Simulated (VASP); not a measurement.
Runs of VASP 6.6.1 on Si. It takes space group Fd-3m (No. 227, cubic). Conventional cell: a = 5.431 Å, b = 5.431 Å, c = 5.431 Å, α = 90.00°, β = 90.00°, γ = 90.00°. Si (site symmetry -43m) has 4 Si at 2.35 Å as nearest neighbours. 

```tsv
level	potentials or basis	k mesh	gap on the mesh (eV)	pressure (GPa)
PBE	VASP PAW PBE potentials, release 64 (Si)	20 × 20 × 20	0.58	1.9
r2SCAN	VASP PAW PBE potentials, release 64 (Si)	20 × 20 × 20	(b)	0.5
PBE	VASP PAW PBE potentials, release 64 (Si)	14 × 14 × 14	(a)	1.9
PBEsol	VASP PAW PBE potentials, release 64 (Si)	20 × 20 × 20	0.47	(c)
LDA	VASP PAW LDA potentials, release 64 (Si)	20 × 20 × 20	0.48	-1.5
```

Alike in all rows: task single point; no spin polarisation; cell as given; cutoff (eV) 520; smearing fermi-dirac 0.02 eV.

Question: Fill in the values left out.

Answer: (a) 0.57; (b) 0.78; (c) 0.2.

Caveats: the PAW data sets were made with another functional, which shifts forces and pressure a little (some runs).

A k mesh can miss the band edges.

Not every run made on this cell is shown here.
